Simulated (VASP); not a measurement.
Set up this calculation in VASP 6.6.1, as the native input.

* Task: band structure
* Functional: r2SCAN
* Potentials or basis: VASP PAW PBE potentials, release 64 (Al, N)
* Cutoff: 520 eV
* k mesh: 12 × 12 × 6
* Occupations: gaussian, width 0.03 eV
* Spin: no spin polarisation
* Further INCAR settings: ALGO = Normal; EDIFF = 1e-07; NBANDS = 16

The structure of AlN lies in POSCAR:

```
AlN                                     
1.0
    3.1131018766     -0.0000000000      0.0000000000
   -1.5565509384      2.6960253078      0.0000000000
   -0.0000000000      0.0000000000      4.9818131090
  Al              N             
     2     2
Direct
     0.3333333300000021    0.6666666699999979    0.9989855801228924
     0.6666666699999979    0.3333333300000021    0.4989855801228925
     0.3333333300000021    0.6666666699999979    0.3810144198771101
     0.6666666699999979    0.3333333300000021    0.8810144198771102
```

These files were run (other wordings do the same):

INCAR

```
SYSTEM = AlN
  PREC = Accurate
  ENCUT = 520
  EDIFF = 1E-7
  ISMEAR = 0
  SIGMA = 0.03
  LREAL = .FALSE.
  LASPH = .TRUE.
  NELM = 80
  ALGO = Normal
  ISIF = 2
  LWAVE = .FALSE.
  LCHARG = .FALSE.
  METAGGA = R2SCAN
  LMIXTAU = .TRUE.
  NBANDS = 16
```

KPOINTS

```
Automatic mesh
0
G
  12 12 6
  0 0 0
```

KPOINTS_OPT

```
explicit points
96
Reciprocal
 0.0000000000  0.0000000000  0.0000000000 1
 0.0555555556  0.0000000000  0.0000000000 1
 0.1111111111  0.0000000000  0.0000000000 1
 0.1666666667  0.0000000000  0.0000000000 1
 0.2222222222  0.0000000000  0.0000000000 1
 0.2777777778  0.0000000000  0.0000000000 1
 0.3333333333  0.0000000000  0.0000000000 1
 0.3888888889  0.0000000000  0.0000000000 1
 0.4444444444  0.0000000000  0.0000000000 1
 0.5000000000  0.0000000000  0.0000000000 1
 0.5000000000  0.0000000000  0.0000000000 1
 0.4814814815  0.0370370370  0.0000000000 1
 0.4629629630  0.0740740741  0.0000000000 1
 0.4444444444  0.1111111111  0.0000000000 1
 0.4259259259  0.1481481481  0.0000000000 1
 0.4074074074  0.1851851852  0.0000000000 1
 0.3888888889  0.2222222222  0.0000000000 1
 0.3703703703  0.2592592592  0.0000000000 1
 0.3518518518  0.2962962963  0.0000000000 1
 0.3333333333  0.3333333333  0.0000000000 1
 0.3333333333  0.3333333333  0.0000000000 1
 0.2962962963  0.2962962963  0.0000000000 1
 0.2592592592  0.2592592592  0.0000000000 1
 0.2222222222  0.2222222222  0.0000000000 1
 0.1851851852  0.1851851852  0.0000000000 1
 0.1481481481  0.1481481481  0.0000000000 1
 0.1111111111  0.1111111111  0.0000000000 1
 0.0740740741  0.0740740741  0.0000000000 1
 0.0370370370  0.0370370370  0.0000000000 1
 0.0000000000  0.0000000000  0.0000000000 1
 0.0000000000  0.0000000000  0.0000000000 1
 0.0000000000  0.0000000000  0.0555555556 1
 0.0000000000  0.0000000000  0.1111111111 1
 0.0000000000  0.0000000000  0.1666666667 1
 0.0000000000  0.0000000000  0.2222222222 1
 0.0000000000  0.0000000000  0.2777777778 1
 0.0000000000  0.0000000000  0.3333333333 1
 0.0000000000  0.0000000000  0.3888888889 1
 0.0000000000  0.0000000000  0.4444444444 1
 0.0000000000  0.0000000000  0.5000000000 1
 0.0000000000  0.0000000000  0.5000000000 1
 0.0555555556  0.0000000000  0.5000000000 1
 0.1111111111  0.0000000000  0.5000000000 1
 0.1666666667  0.0000000000  0.5000000000 1
 0.2222222222  0.0000000000  0.5000000000 1
 0.2777777778  0.0000000000  0.5000000000 1
 0.3333333333  0.0000000000  0.5000000000 1
 0.3888888889  0.0000000000  0.5000000000 1
 0.4444444444  0.0000000000  0.5000000000 1
 0.5000000000  0.0000000000  0.5000000000 1
 0.5000000000  0.0000000000  0.5000000000 1
 0.4814814815  0.0370370370  0.5000000000 1
 0.4629629630  0.0740740741  0.5000000000 1
 0.4444444444  0.1111111111  0.5000000000 1
 0.4259259259  0.1481481481  0.5000000000 1
 0.4074074074  0.1851851852  0.5000000000 1
 0.3888888889  0.2222222222  0.5000000000 1
 0.3703703703  0.2592592592  0.5000000000 1
 0.3518518518  0.2962962963  0.5000000000 1
 0.3333333333  0.3333333333  0.5000000000 1
 0.3333333333  0.3333333333  0.5000000000 1
 0.2962962963  0.2962962963  0.5000000000 1
 0.2592592592  0.2592592592  0.5000000000 1
 0.2222222222  0.2222222222  0.5000000000 1
 0.1851851852  0.1851851852  0.5000000000 1
 0.1481481481  0.1481481481  0.5000000000 1
 0.1111111111  0.1111111111  0.5000000000 1
 0.0740740741  0.0740740741  0.5000000000 1
 0.0370370370  0.0370370370  0.5000000000 1
 0.0000000000  0.0000000000  0.5000000000 1
 0.5000000000  0.0000000000  0.5000000000 1
 0.5000000000  0.0000000000  0.4444444444 1
 0.5000000000  0.0000000000  0.3888888889 1
 0.5000000000  0.0000000000  0.3333333333 1
 0.5000000000  0.0000000000  0.2777777778 1
 0.5000000000  0.0000000000  0.2222222222 1
 0.5000000000  0.0000000000  0.1666666667 1
 0.5000000000  0.0000000000  0.1111111111 1
 0.5000000000  0.0000000000  0.0555555556 1
 0.5000000000  0.0000000000  0.0000000000 1
 0.3333333333  0.3333333333  0.0000000000 1
 0.3333333333  0.3333333333  0.0555555556 1
 0.3333333333  0.3333333333  0.1111111111 1
 0.3333333333  0.3333333333  0.1666666667 1
 0.3333333333  0.3333333333  0.2222222222 1
 0.3333333333  0.3333333333  0.2777777778 1
 0.3333333333  0.3333333333  0.3333333333 1
 0.3333333333  0.3333333333  0.3888888889 1
 0.3333333333  0.3333333333  0.4444444444 1
 0.3333333333  0.3333333333  0.5000000000 1
 0.0000000000  0.0000000000  0.0000000000 1
 0.0000000000  0.0000000000  0.5000000000 1
 0.3333333333  0.3333333333  0.5000000000 1
 0.3333333333  0.3333333333  0.0000000000 1
 0.5000000000  0.0000000000  0.5000000000 1
 0.5000000000  0.0000000000  0.0000000000 1
```

Potentials or basis: VASP PAW PBE potentials, release 64 (Al, N).

Launch:

```sh
$ cat potpaw_PBE.64/Al/POTCAR potpaw_PBE.64/N/POTCAR > POTCAR
$ mpirun -np 1 vasp_std > vasp.out
```

It gave:

```
Pressure                : -1.4 GPa
Largest force           : 0.011 eV/Å
Band gap on the k mesh  : 4.87 eV, direct
Band gap along the path : 4.87 eV, direct
```

Caveat: the PAW data sets were made with another functional, which shifts forces and pressure a little.

Wall time 2.5 min on 1 thread of Intel(R) Xeon(R) 6975P-C (Granite Rapids) (shared host), peak memory 0.21 GiB.
